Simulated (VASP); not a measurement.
## Al2Au: single point with PBEsol

Al2Au:

```xyz
3
Lattice="0.0000 3.0000 3.0000 3.0000 0.0000 3.0000 3.0000 3.0000 0.0000" Properties=species:S:1:pos:R:3 pbc="T T T"
Au    0.0066    0.0060   -0.0555
Al    4.5597    4.4825    4.4633
Al    1.5347    1.5050    1.4800
```

The cell isn't the ideal one: atoms moved at random, drawn with an rms of 0.05 Å.

```
Program             : VASP 6.6.1
Task                : single point
Functional          : PBEsol
Potentials or basis : VASP PAW PBE potentials, release 64 (Au, Al)
Cutoff              : 520 eV
k mesh              : 8 × 8 × 8
Occupations         : fermi-dirac, width 0.05 eV
Spin                : no spin polarisation
```

```
Pressure               : 0.0 GPa
Largest force          : 0.398 eV/Å
Band gap on the k mesh : none (metal or under the smearing width)
```

Forces on the atoms (eV/Å):
```
Au   0.326 -0.101  0.204
Al  -0.240  0.108 -0.040
Al  -0.086 -0.008 -0.165
```

Stress tensor (GPa, compression positive):
```
-0.02 -0.38 -0.36
-0.38  0.04  0.47
-0.36  0.47  0.02
```

Levels at points of the mesh, in eV from the Fermi level:
```tsv
k point	band 7	band 8	band 9	band 10	band 11	band 12
(0.00, 0.00, 0.00)	2.26	2.86	2.94	2.94	3.92	3.94
(0.50, 0.00, 0.00)	-5.53	0.31	0.33	3.26	3.60	3.84
(0.00, 0.50, 0.00)	-5.45	0.31	0.42	3.23	3.59	3.76
(0.00, 0.00, 0.50)	-5.46	0.30	0.43	3.20	3.59	3.79
(0.50, 0.50, 0.50)	-5.46	0.30	0.42	3.22	3.59	3.77
(0.50, 0.50, 0.00)	-5.05	-2.12	-2.11	1.28	2.03	7.65
(0.00, 0.50, 0.50)	-5.05	-2.12	-2.11	1.28	2.03	7.66
(0.50, 0.00, 0.50)	-5.05	-2.12	-2.11	1.28	2.03	7.65
```

Run time: 3.9 min on 1 thread of Intel(R) Xeon(R) Platinum 8375C CPU @ 2.90GHz (Ice Lake) (shared host), peak memory 0.34 GiB.

Caveat: the PAW data sets were made with another functional, which shifts forces and pressure a little. The run has no spin-orbit coupling, so splittings on Au are missing.
